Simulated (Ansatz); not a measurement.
**Sb under changes of volume**

One of the cells (26.962 Å³/atom); the others are scaled copies at fixed shape and fractional positions:

```
CELL_PARAMETERS angstrom
-1.57654 1.57654 2.71194
1.57654 -1.57654 2.71194
1.57654 1.57654 -2.71194
ATOMIC_POSITIONS crystal
Sb 0.00000 0.00000 0.00000
```

This isn't the form of Sb at room conditions, which is rhombohedral.

```yaml
Program: Ansatz 0.2.0
Functional: PBE0
Potentials_or_basis: Ansatz PAW
Cutoff: "420 eV (not typed: the program's choice for these potentials)"
k_mesh: 6 × 6 × 6
Occupations: fermi-dirac, width 0.05 eV
Spin: no spin polarisation
```

| volume (Å³/atom) | energy over the lowest point (meV/atom) | pressure (GPa) |
| --- | --- | --- |
| 25.344 | ? | ? |
| 25.883 | 5.10 | 2.4 |
| 26.423 | 0.00 | 0.7 |
| 26.962 | 0.11 | -0.7 |
| 27.501 | 4.87 | -2.0 |
| 28.040 | 13.72 | -3.2 |
| 28.580 | 26.06 | -4.2 |

**Question.** What does the run at 25.344 Å³/atom give?

**Answer.** Energy over the lowest point 16.03 meV/atom; pressure 4.2 GPa.

Worked out: A Birch-Murnaghan fit of order 3 (a polynomial in V^(-2/3)) to the other rows has its minimum at 26.67 Å³/atom with B0 = V·E''(V) = 73 GPa and B' = 5.5 at fixed shape and positions, which overstates the stiffness. It gives 16.23 meV/atom at 25.344 Å³/atom, against the run's 16.03, and -dE/dV = 4.3 GPa, against 4.2.

Energies are extrapolated to zero smearing.

Caveats: all runs use coarse meshes; the PAW data sets come from PBE, with cores solved anew for the run's functional, which leaves a small shift of forces and pressure; the thresholds are loose for stress.
